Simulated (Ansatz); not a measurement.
## Li in Ansatz: the effect of target pressure

Crystal: Li.

```
CELL_PARAMETERS angstrom
0.00000 2.20200 2.20200
2.20200 0.00000 2.20200
2.20200 2.20200 0.00000
ATOMIC_POSITIONS crystal
Li 0.00000 0.00000 0.00000
```

This isn't the form of Li at room conditions, which is bcc.

Alike in all runs:

| Property | Result |
| --- | --- |
| Program | Ansatz 0.2.0 |
| Task | relaxation of cell and atoms |
| Functional | PBEsol |
| Potentials or basis | Ansatz PAW |
| Cutoff | 420 eV (not typed: the program's choice for these potentials) |
| k mesh | 10 × 10 × 10 |
| Occupations | fermi-dirac, width 0.05 eV |
| Spin | no spin polarisation |

Each run relaxes the cell or the atoms first.

| target pressure | relaxed volume (Å³/atom) |
| --- | --- |
| 0 GPa | 20.16 |
| 2 GPa | 17.89 |
| 5 GPa | 15.82 |
| 10 GPa | 13.71 |
| 20 GPa | 11.43 |
| 30 GPa | ? |

Q: What does the run with target pressure 30 GPa give?

A: Relaxed volume 10.10 Å³/atom.

Worked out: In Murnaghan's law V^(-B') rises as a straight line in P. The other rows fit best with B' = 2.8, V0 = 20.15 Å³/atom and B0 = 14 GPa, which gives 10.14 Å³/atom at 30 GPa, against the run's 10.10.

Caveats: the plane-wave basis is chosen anew once the cell has moved, so the energies of steps on either side of that aren't comparable; the volume moved by over 15 % at a fixed basis, so the end points are rough (some runs).
